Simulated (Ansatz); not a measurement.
# BaSnO3, pressure series

The parent structure is BaSnO3 in the cubic perovskite structure (space group Pm-3m, No. 221; a = 4.1762 Å).

Cell and atoms are relaxed at each pressure.

Level of theory: PBE/PAW in Ansatz (a quantum-chemistry and plane-wave program), without spin-orbit coupling, earlier PAW set.

Notes on the quantities. enthalpy: H = E + PV relative to the base's energy.

```tsv
case	width of the top valence band	enthalpy	smallest direct gap	lattice parameter a
base	0.97 eV	–	0.97 eV	417.6 pm
pressure −2 GPa	0.96 eV	-0.18 eV/atom	0.79 eV	419.8 pm
pressure −1 GPa	0.96 eV	-0.09 eV/atom	0.88 eV	418.7 pm
pressure 0.3 GPa	0.97 eV	+0.03 eV/atom	1.00 eV	417.3 pm
pressure 0.7 GPa	0.97 eV	+0.06 eV/atom	1.03 eV	416.9 pm
pressure 1.5 GPa	0.97 eV	+0.14 eV/atom	1.10 eV	416.1 pm
pressure 3 GPa	0.97 eV	+0.27 eV/atom	1.22 eV	414.7 pm
pressure 5 GPa	0.98 eV	+0.45 eV/atom	1.38 eV	412.9 pm
pressure 7.5 GPa	0.99 eV	+0.66 eV/atom	1.56 eV	410.8 pm
pressure 10 GPa	0.99 eV	+0.88 eV/atom	1.74 eV	408.8 pm
```

Load acts through the strain it causes; cell and atoms are relaxed under it. No phonon test of stability was made. Competing high-pressure phases were not computed.
